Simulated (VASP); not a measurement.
# C (P6_3/mmc) in VASP: notebook, part 2 of 2

VASP 6.6.1.

## 3. Relaxation of cell and atoms, PBE

This run uses another cell than the first one, of 7.54 Å³/atom, 1.038 times its volume.

Input file INCAR:

```
ALGO = Normal
EDIFF = 1E-6
EDIFFG = -0.04
ENCUT = 600
GGA = PE
IBRION = 2
ISIF = 3
ISMEAR = 0
LASPH = T
LCHARG = F
LREAL = F
LWAVE = F
NELM = 80
NSW = 90
PREC = Accurate
SIGMA = 0.1
```

Input file KPOINTS:

```
k-points
0
Gamma
  6 6 6
```

Input file POSCAR:

```
C
1.0
    4.5069382800      0.0000000000      0.0000000000
   -2.2534691400      3.9031230500      0.0000000000
    0.0000000000      0.0000000000      2.5709974300
C
6
Direct
    0.8832575100      0.4416287500      0.2500000000
    0.4416287500      0.8832575100      0.7500000000
    0.4416287500      0.5583712500      0.7500000000
    0.1167424900      0.5583712500      0.7500000000
    0.5583712500      0.4416287500      0.2500000000
    0.5583712500      0.1167424900      0.2500000000
```

Potentials or basis: VASP PAW PBE potentials, release 64 (C).

Started as:

```sh
$ cat potpaw_PBE.64/C/POTCAR > POTCAR
$ mpirun -np 1 vasp_std > vasp.out
```

OUTCAR:

```text
EDIFF = 1E-6
   EDIFFG = -0.04
   ENCUT = 600
   GGA = PE
   IBRION = 2
   ISIF = 3
   ISMEAR = 0
   LASPH = T
   LREAL = F
   NELM = 80
   NSW = 90
   PREC = Accurate

 ion  position               nearest neighbor table
   1  0.883  0.442  0.250-   5 1.46   6 1.46   4 1.58   4 1.58
   2  0.442  0.883  0.750-   3 1.46   4 1.46   6 1.58   6 1.58
   3  0.442  0.558  0.750-   4 1.46   2 1.46   5 1.58   5 1.58
   4  0.117  0.558  0.750-   3 1.46   2 1.46   1 1.58   1 1.58
   5  0.558  0.442  0.250-   1 1.46   6 1.46   3 1.58   3 1.58
   6  0.558  0.117  0.250-   1 1.46   5 1.46   2 1.58   2 1.58

  LATTYP: Found a hexagonal cell.
 ALAT       =     4.5069382800
 C/A-ratio  =     0.5704532146

  Lattice vectors:

 A1 = (   4.5069382800,   0.0000000000,   0.0000000000)
 A2 = (  -2.2534691400,   3.9031230500,   0.0000000000)
 A3 = (   0.0000000000,   0.0000000000,   2.5709974300)

Analysis of symmetry for initial positions (statically):
=====================================================================
 Subroutine PRICEL returns:
 Original cell was already a primitive cell.

 Routine SETGRP: Setting up the symmetry group for a
 hexagonal supercell.

 Subroutine GETGRP returns: Found 24 space group operations
 (whereof 12 operations were pure point group operations)
 out of a pool of 24 trial point group operations.

The static configuration has the point symmetry D_3d.
 The point group associated with its full space group is D_6h.

Analysis of symmetry for dynamics (positions and initial velocities):
=====================================================================
 Subroutine PRICEL returns:
 Original cell was already a primitive cell.

 Routine SETGRP: Setting up the symmetry group for a
 hexagonal supercell.

 Subroutine GETGRP returns: Found 24 space group operations
 (whereof 12 operations were pure point group operations)
 out of a pool of 24 trial point group operations.

[... 156 lines left out ...]
  ext. energy  EPLUGINS =         0.00000000
  ---------------------------------------------------
  free energy    TOTEN  =       -52.18762861 eV

  energy without entropy =      -52.18762861  energy(sigma->0) =      -52.18762861

------------------------ aborting loop because EDIFF is reached ----------------------------------------

  FORCE on cell =-STRESS in cart. coord.  units (eV):
  Direction    XX          YY          ZZ          XY          YZ          ZX
  --------------------------------------------------------------------------------------
  -------------------------------------------------------------------------------------
  Total        1.3146864      1.3146864     -5.3688162     -0.0000000     -0.0000000      0.0000000
  in kB       46.5733271     46.5733272   -190.1926043     -0.0000000     -0.0000000      0.0000000
  external PRESSURE =     -32.3486500 kB  Pullay stress =       0.0000000 kB
[... 101 lines left out ...]
  FREE ENERGIE OF THE ION-ELECTRON SYSTEM (eV)
  ---------------------------------------------------
  free  energy   TOTEN  =       -52.3367623964 eV

  energy  without entropy=      -52.3362521089  energy(sigma->0) =      -52.33650725

[... ionic steps 4 to 8 ...]

--------------------------------------- Ionic step        9  -------------------------------------------

 number of electron      24.0000001 magnetization

------------------------ aborting loop because EDIFF is reached ----------------------------------------
[... 75 lines left out ...]
--------------------------------------- Ionic step       11  -------------------------------------------

 number of electron      24.0000001 magnetization

 Free energy of the ion-electron system (eV)
  ---------------------------------------------------
  ext. energy  EPLUGINS =         0.00000000
  ---------------------------------------------------
  free energy    TOTEN  =       -52.88546578 eV

  energy without entropy =      -52.88546578  energy(sigma->0) =      -52.88546578

 E-fermi :   8.1385     XC(G=0): -11.3162

 val. band max:        7.6489168651   @ k =   0.0000   0.0000   0.0000
 cond. band min:       9.9056014168   @ k =   0.0000   0.0000   0.0000
 fundamental gap:      2.2566845517
 Fermi energy:         8.1385480174

 k-point     1 :       0.0000    0.0000    0.0000
  band No.  band energies     occupation
      1     -14.5464      2.00000
      2      -9.9977      2.00000
      3      -7.6000      2.00000
      4      -7.6000      2.00000
      5      -1.9290      2.00000
      6      -1.9290      2.00000
[... 433 lines left out ...]
      3      -6.4064      2.00000
      4      -6.4064      2.00000
      5      -3.9659      2.00000
      6      -3.9659      2.00000
[... 8 lines left out ...]
     15      12.7643      0.00000
     16      12.7643      0.00000

 [... further k-points ...]

------------------------ aborting loop because EDIFF is reached ----------------------------------------

  FORCE on cell =-STRESS in cart. coord.  units (eV):
  Direction    XX          YY          ZZ          XY          YZ          ZX
  --------------------------------------------------------------------------------------
  -------------------------------------------------------------------------------------
  Total       -0.0315953     -0.0315953     -0.0323317      0.0000000     -0.0000000     -0.0000000
  in kB       -1.1630998     -1.1630998     -1.1902095      0.0000000     -0.0000000     -0.0000000
  external PRESSURE =      -1.1721363 kB  Pullay stress =       0.0000000 kB
[... 21 lines left out ...]
  FREE ENERGIE OF THE ION-ELECTRON SYSTEM (eV)
  ---------------------------------------------------
  free  energy   TOTEN  =       -52.8854657814 eV

  energy  without entropy=      -52.8854657814  energy(sigma->0) =      -52.88546578

 reached required accuracy - stopping structural energy minimisation
```

CONTCAR:

```text
C
   1.00000000000000
     4.4569781808556836   -0.0000000000000000    0.0000000000000000
    -2.2284890904278418    3.8598563347578803    0.0000000000000000
     0.0000000000000000    0.0000000000000000    2.5299067444748653
  C
     6
Direct
     0.8958651575234232    0.4479325737621611    0.2500000000000000
     0.4479325737621611    0.8958651575243231    0.7500000000000000
     0.4479325737612613    0.5520674262378391    0.7500000000000000
     0.1041348424765767    0.5520674262378391    0.7500000000000000
     0.5520674262387385    0.4479325737621611    0.2500000000000000
     0.5520674262378391    0.1041348424756770    0.2500000000000000

  0.00000000E+00  0.00000000E+00  0.00000000E+00
  0.00000000E+00  0.00000000E+00  0.00000000E+00
  0.00000000E+00  0.00000000E+00  0.00000000E+00
  0.00000000E+00  0.00000000E+00  0.00000000E+00
  0.00000000E+00  0.00000000E+00  0.00000000E+00
  0.00000000E+00  0.00000000E+00  0.00000000E+00
```

Wall time 2.7 min (1 thread of Intel Xeon Platinum 8488C (Sapphire Rapids), shared host); peak memory 0.17 GiB.

Results:

```yaml
Free_energy: -52.8855 eV
Relaxed_volume: 7.25 Å³/atom
Relaxed_cell: a = 4.457 Å, b = 4.457 Å, c = 2.530 Å, α = 90.00°, β = 90.00°, γ = 120.00°
Space_group_after_relaxing_to_0.05_Å: P6_3/mmc (No. 194)
Energy_gained_by_relaxing: 116.3 meV/atom
Ionic_steps: 11
Pressure_after_relaxing: -0.1 GPa
Band_gap_on_the_k_mesh: 2.26 eV, direct
```

Step by step:
```csv
step,energy change (eV),largest force (eV/Å),pressure (GPa),volume (Å³)
1,0.0000,4.5257,-3.23,45.23
2,4.5068,6.1249,37.48,44.19
3,-0.1491,3.4158,-7.35,44.81
4,-0.6392,0.5378,-10.13,44.99
5,-0.6486,0.0231,-10.00,45.02
6,-0.6672,0.1854,8.38,42.47
7,-0.6954,0.1057,-0.09,43.56
8,-0.6936,0.3410,0.51,43.46
9,-0.6974,0.0783,0.13,43.52
10,-0.6976,0.0583,-0.31,43.53
11,-0.6978,0.0010,-0.12,43.52
```

Final structure:
```yaml
crystal:
  lattice:
    - [4.45698, 0.00000, 0.00000]
    - [-2.22849, 3.85986, 0.00000]
    - [0.00000, 0.00000, 2.52991]
  atoms:
    - { symbol: C, position: [0.89587, 0.44793, 0.25000] }
    - { symbol: C, position: [0.44793, 0.89587, 0.75000] }
    - { symbol: C, position: [0.44793, 0.55207, 0.75000] }
    - { symbol: C, position: [0.10413, 0.55207, 0.75000] }
    - { symbol: C, position: [0.55207, 0.44793, 0.25000] }
    - { symbol: C, position: [0.55207, 0.10414, 0.25000] }
```
